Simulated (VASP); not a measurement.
CdF2, 6 atoms in the cell. The typed cell holds 6 atoms: a = 3.847 Å, b = 3.828 Å, c = 5.312 Å, α = 89.77°, β = 90.36°, γ = 88.48°. The cell was built by a generator and needn't be a form met in nature.

```yaml
Program: VASP 6.6.1
Task: single point
Functional: PBE
Potentials_or_basis: VASP PAW PBE potentials, release 64 (Cd, F)
Cutoff: 520 eV
k_mesh: 4 × 4 × 3
Occupations: fermi-dirac, width 0.05 eV
Spin: no spin polarisation
Dipole_correction: no
Further_INCAR_settings: ALGO = Normal; EDIFF = 1e-06; NBANDS = 35
```

Potentials or basis: VASP PAW PBE potentials, release 64 (Cd, F).

Run with:

```sh
$ cat potpaw_PBE.64/Cd/POTCAR potpaw_PBE.64/F/POTCAR > POTCAR
$ mpirun -np 1 vasp_std > vasp.out
```

Hardware: 1 thread of Intel(R) Xeon(R) Platinum 8488C (Sapphire Rapids), with other jobs on the host.

Q: How long does it take, and how much memory?

A: Wall time 57 s on 1 thread of Intel(R) Xeon(R) Platinum 8488C (Sapphire Rapids), with other jobs on the host, peak memory 0.2 GiB. Counts: scf iterations 15, k points 26.
